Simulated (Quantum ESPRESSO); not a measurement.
ZrC:

```
Zr C
1.0
     0.00000    2.54552    2.54552
     2.54552    0.00000    2.54552
     2.54552    2.54552    0.00000
Zr C
1 1
Direct
  0.50000 0.50000 0.50000
  0.75000 0.75000 0.75000
```

The cell was built by a generator and needn't be a form met in nature.

- Program: Quantum ESPRESSO 7.5
- Task: phonons
- Functional: PBE
- Potentials or basis: SG15 PBE 1.2
- Cutoff: 1197 eV
- Density cutoff: 4789 eV
- k mesh: 9 × 9 × 9
- Occupations: gaussian, width 0.272 eV
- Spin: no spin polarisation
- Mixing beta: 0.5
- Most SCF iterations: 120
- SCF threshold: 4e-10 Ry

The first run showed a gap, so the response started from a second, tighter run with fixed occupations.

At Γ the optical frequencies without the macroscopic field are 511 511 511 cm⁻¹, at a pressure of -0.1 GPa.

How do the modes respond when the cell is scaled evenly, at fixed shape?

The highest of these modes has a Grüneisen parameter of 1.56 and moves by +5.5 cm⁻¹ per GPa. None of the listed modes softens on compression. The pressures give a bulk modulus of about 146 GPa.

Frequencies at 99 % and 101 % of the volume (pressures 1.4 and -1.5 GPa), ions relaxed:
| mode | 99 % (cm⁻¹) | 101 % (cm⁻¹) | Grüneisen parameter |
| --- | --- | --- | --- |
| 4 | 518.9 | 502.9 | 1.56 |
| 5 | 518.9 | 502.9 | 1.56 |
| 6 | 518.9 | 502.9 | 1.56 |

Modes are matched by their order; those that don't vary smoothly over the three volumes are left out.

Caveat: the gap is small at this level, which inflates the dielectric constant; on a mesh that holds Γ this program's dielectric tensor can be off by some percent beyond the error of the mesh; an odd mesh through Γ misses points on the zone boundary, where band edges often lie.
